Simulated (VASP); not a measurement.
# MgO: G0W0 on PBE

MgO, Fm-3m (no. 225), 2 atoms in the cell. PBE, GW; PAW potentials Mg_GW, O_GW (PBE set).

GW scheme: G0W0; Iterations: 1; Orbital cutoff (eV): 450; Response cutoff (eV): 300; Frequency points: 48; Procedure: three steps, all bands.

## Input

INCAR.step1:
```
SYSTEM = MgO
ALGO = Normal
EDIFF = 1E-8
ENCUT = 450
GGA = PE
ISMEAR = 0
KPAR = 4
LASPH = .True.
LCHARG = .False.
LREAL = .False.
LWAVE = .True.
NELM = 150
PREC = Accurate
SIGMA = 0.05
```

INCAR.step2, as INCAR.step1 but for:
```
- ALGO = Normal
- NELM = 150
+ ALGO = Exact
+ ISTART = 1
+ LOPTICS = .True.
+ NBANDS = 400
+ NELM = 1
```

INCAR.step3:
```
SYSTEM = MgO
ALGO = EVGW0
ENCUT = 450
ENCUTGW = 300
GGA = PE
ISMEAR = 0
ISTART = 1
KPAR = 4
LASPH = .True.
LCHARG = .False.
LREAL = .False.
LWAVE = .False.
NBANDS = 400
NBANDSGW = 8
NELMGW = 1
NOMEGA = 48
PREC = Accurate
PRECFOCK = Fast
SIGMA = 0.05
```

KPOINTS:
```
k-points
0
Gamma
  3 3 3
```

POSCAR:
```
MgO
1.0
    0.0000000000      2.0970013927      2.0970013927
    2.0970013927      0.0000000000      2.0970013927
    2.0970013927      2.0970013927      0.0000000000
Mg O
1 1
Direct
    0.0000000000      0.0000000000      0.0000000000
    0.5000000000      0.5000000000      0.5000000000
```

Commands (each step's output is kept before the next begins):
```
cat potpaw_PBE.64/Mg_GW/POTCAR potpaw_PBE.64/O_GW/POTCAR > POTCAR
cp INCAR.step1 INCAR
mpirun -np 4 vasp_std > vasp.out
cp INCAR.step2 INCAR
mpirun -np 4 vasp_std > vasp.out
cp INCAR.step3 INCAR
mpirun -np 4 vasp_std > vasp.out
```

## Result

- Quasiparticle gap on the mesh (eV): 7.48
- Gap of the starting point on the mesh (eV): 4.81
- Quasiparticle gap at the zone centre (eV): 7.48
- Starting gap at the zone centre (eV): 4.81
- Correction of the gap between the band edges on the mesh (eV): 2.67
- Shift of the valence top (eV): -1.62
- Shift of the conduction bottom (eV): 1.05
- Z of the valence top at the zone centre: 0.78
- Static dielectric constant, RPA: 3.6

Levels near the gap:

| k point | band | start (eV) | quasiparticle (eV) |
|---|---|---|---|
| 0 0 0 | 1 | -13.98 | -16.58 |
| 0 0 0 | 2 | 3.36 | 1.74 |
| 0 0 0 | 3 | 3.36 | 1.74 |
| 0 0 0 | 4 | 3.36 | 1.74 |
| 0 0 0 | 5 | 8.17 | 9.22 |
| 0 0 0 | 6 | 19.17 | 20.22 |
| 0 0 0 | 7 | 19.17 | 20.22 |
| 0 0 0 | 8 | 19.17 | 20.22 |

Limits: the mesh is coarse: neither the gap nor the screening is converged.

VASP 6.6.1 took 26 s on 4 cores (Intel Xeon Platinum 8259CL @ 2.50GHz (Skylake/Cascade Lake)), a shared host.
